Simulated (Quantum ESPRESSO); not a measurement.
A run of Quantum ESPRESSO 7.5 is set up as follows.

File run.py:

```python
import numpy as np
from ase.calculators.espresso import Espresso, EspressoProfile
from ase.io import read

atoms = read('POSCAR')

input_data = {
    'control': {'calculation': 'scf', 'prefix': 'pwscf', 'outdir': './tmp', 'tprnfor': True, 'tstress': True, 'disk_io': 'low'},
    'system': {'ecutwfc': 45.0, 'ecutrho': 360.0, 'nbnd': 20, 'input_dft': 'sla+pw+psx+psc+vv10', 'occupations': 'smearing', 'smearing': 'fd', 'degauss': 0.00367493},
    'electrons': {'conv_thr': 6e-10, 'electron_maxstep': 120, 'mixing_beta': 0.5},
}
pseudopotentials = {'S': 's_pbesol_v1.4.uspp.F.UPF', 'Mo': 'mo_pbesol_v1.uspp.F.UPF'}
profile = EspressoProfile(command='mpirun -n 2 pw.x -nk 2', pseudo_dir='pseudo')
dft = Espresso(profile=profile, input_data=input_data, pseudopotentials=pseudopotentials, kpts=(8, 8, 2), koffset=(0, 0, 0))
atoms.calc = dft

from ase.optimize import LBFGS
from ase.filters import FrechetCellFilter
done = LBFGS(FrechetCellFilter(atoms), trajectory='opt.traj').run(fmax=0.02, steps=30)
print('converged', done)
print('cell (A)', np.round(atoms.cell.cellpar(), 5))
print(f'energy {atoms.get_potential_energy():.8f} eV')
print('forces (eV/A)')
print(np.round(atoms.get_forces(), 6))
print('stress (eV/A^3, Voigt)')
print(np.round(atoms.get_stress(), 8))
print(f'Fermi level {dft.get_fermi_level():.4f} eV')
```

Contents of POSCAR:

```
MoS2
1.0
    3.1841260822      0.0000000000      0.0000000000
   -1.5920630411      2.7575340760      0.0000000000
    0.0000000000      0.0000000000     17.3345999500
Mo S
1 2
Direct
    0.0000000000      0.0000000000      0.0000000000
    0.3333333333      0.6666666667      0.9105070200
    0.3333333333      0.6666666667      0.0894929800
```

Potentials or basis: GBRV 1.5 PBEsol.

Run with:

```bash
$ OMP_NUM_THREADS=1 python run.py
```

**Question.** Predict the relaxed volume.

**Answer.** 48.52 Å³/atom.

**Question.** Predict the relaxed cell.

**Answer.** a = 3.110 Å, b = 3.110 Å, c = 17.379 Å, α = 90.00°, β = 90.00°, γ = 120.00°.

**Question.** Estimate the space group after relaxing (to 0.05 Å).

**Answer.** P-6m2 (No. 187).

Forces in eV/Å, atoms in the order of the input:
```
Mo   0.000  0.000  0.000
S    0.000  0.000 -0.008
S    0.000  0.000  0.008
```

Caveat: rVV10's parameter b was fitted to another functional.
